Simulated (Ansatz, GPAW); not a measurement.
This is a calculation of MnS for GPAW 26.7.0 (ASE script). The cell is a database's computed one, not the measured one.

File run.py:

```python
from ase import Atoms
from ase.dft.bandgap import bandgap
from ase.io import write
from ase.units import GPa
from gpaw import GPAW, PW

atoms = Atoms(['Mn', 'S'],
              cell=[[1.8299960138, 1.0565486912, 2.9709202777],
                    [-1.8299960138, 1.0565486912, 2.9709202777],
                    [0.0, -2.1130973823, 2.9709202777]],
              scaled_positions=[[0.0, 0.0, 0.0],
                                [0.5, 0.5, 0.5]],
              pbc=True)
atoms.set_initial_magnetic_moments([4.0, 0.0])

calc = GPAW(mode=PW(600),
            xc='PBE',
            kpts={'size': (9, 9, 9), 'gamma': True},
            occupations={'name': 'methfessel-paxton', 'order': 0, 'width': 0.1},
            nbands=21,
            convergence={'density': 1e-05, 'energy': 1e-05},
            maxiter=150,
            txt='gpaw.txt')
atoms.calc = calc
energy = atoms.get_potential_energy()
forces = atoms.get_forces()
stress = atoms.get_stress()
calc.write('gs.gpw')
write('result.traj', atoms)
print(f'Energy: {energy:.6f} eV')
print('Forces (eV/A):')
print(forces.round(4))
print('Stress (GPa):', (stress / GPa).round(3))
print('Moments:', calc.get_magnetic_moments().round(3))
print('Fermi level:', round(calc.get_fermi_level(), 4), 'eV')
print(f'Gap: {bandgap(calc)[0]:.4f} eV, direct: {bandgap(calc, direct=True)[0]:.4f} eV')
```

Potentials or basis: GPAW PAW data sets (gpaw-data 1.2.1), pw.

The run is started by

```sh
$ OMP_NUM_THREADS=1 python run.py
```

Question: Set up the same calculation for Ansatz 0.2.0. Potentials or basis there: all-electron LAPW, scalar-relativistic.

Answer: As run (cutoffs and basis follow the program's own potentials, and thresholds, step limits or extra output files can differ):

File input.yaml:

```yaml
crystal:
  lattice:
    - [1.8299960138, 1.0565486912, 2.9709202777]
    - [-1.8299960138, 1.0565486912, 2.9709202777]
    - [0.0, -2.1130973823, 2.9709202777]
  atoms:
    - { symbol: Mn, position: [0.0, 0.0, 0.0], spin: 4.0 }
    - { symbol: S, position: [0.5, 0.5, 0.5] }
kpoints:
  mp_grid: { grid: [9, 9, 9] }
scf:
  occupations: { method: gaussian, width: 0.1 }
hamiltonian:
  xc: pbe
  pseudopotentials: { kind: all_electron, lapw: { basis_error: 0.001 } }
magnetization:
  spin_polarized: true
output:
  forces: true
  stress: true
  eigenvalues: true
```

Potentials or basis: all-electron LAPW, scalar-relativistic.

Command:

```bash
$ ansatz run input.yaml --threads 2 --pin off --max-ram 6144MiB --backend cpu --events-out ev --progress --plain --runs-dir out
```

Both were run:

|  | GPAW | Ansatz |
| --- | --- | --- |
| Pressure | -1.6 GPa | -1.5 GPa |
| Net moment | 4.64 μB per cell | 4.66 μB per cell |

Where Ansatz's input types no cutoff or centring, it takes its own default and a Γ-centred mesh.

The magnetic state is the one that the start led to; the real crystal's order can differ.

Pressure is positive in compression.
